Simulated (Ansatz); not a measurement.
**GaP: energy along a strain**

GaP, F-43m, a = 5.451 Å (as given, not relaxed at this level: 2.5 GPa). Ansatz: PBE, PAW, 420 eV, Γ-centred 8×8×8 mesh on 2 atoms, Gaussian smearing 0.05 eV; no spin polarisation. Cell vectors (Å): 0.000 2.725 2.725; 2.725 0.000 2.725; 2.725 2.725 0.000. The cell is strained by x per cent times the pattern (0 1 0 0 0 0) in the order xx yy zz yz xz xy (engineering shears), with fractional coordinates held. y is the free energy over the start, V0 = 20.240 Å³/atom.

```
x (%) y (meV/atom)
-6.00             ?
-4.50         32.32
-3.00         17.45
-1.50          6.72
 0.00          0.00
 1.50         -2.82
 3.00         -1.89
 4.50          2.67
 5.25          6.27
 6.00         10.71
```

Question: Fit y = c1 x + c2 x² + c3 x³ to the other rows, get the stiffness along the pattern, and predict the missing energy.

Answer: Least squares on the rows shown. y = −3.1636 x + 0.86399 x² − 0.0065077 x³. The clamped-ion stiffness p·C·p = 2 × 8.640 eV × 160.2 / 20.240 Å³ = 137 GPa, which is C22 in these axes (C11 of the cubic crystal) (second derivative at the start, which stands under stress). At x = -6.00 the fit asked for gives 51.49 meV/atom. The run gave 51.45 meV/atom, so the fit is 0.04 meV/atom too high, a small miss on the scale of the series.

The lopsided curve is mainly a pressure effect. The starting cell is compressed, so stretching one cubic axis first releases energy, and the lowest computed point lies at 1.50 % rather than at the start. That minimum is not the equilibrium lattice: the two transverse axes stay compressed, and only the stress along the strained axis vanishes near it.

The negative cubic coefficient is the true anharmonic part. Short-range repulsion steepens as the Ga–P bonds are shortened, while stretching weakens the restoring force. The small miss at -6.00 %, just outside the fitted range, probably reflects the neglected quartic and higher terms.

Holding the fractional coordinates costs nothing here. A strain along a cubic axis of zinc blende leaves all four bonds of each atom equivalent, and the remaining symmetry forbids any internal displacement, so 137 GPa is also the relaxed-ion value for this cell. A shear that couples to the sublattice shift would not share this property. This single strain path does not separate C12 or C44, so it fixes neither the bulk modulus nor the elastic anisotropy.
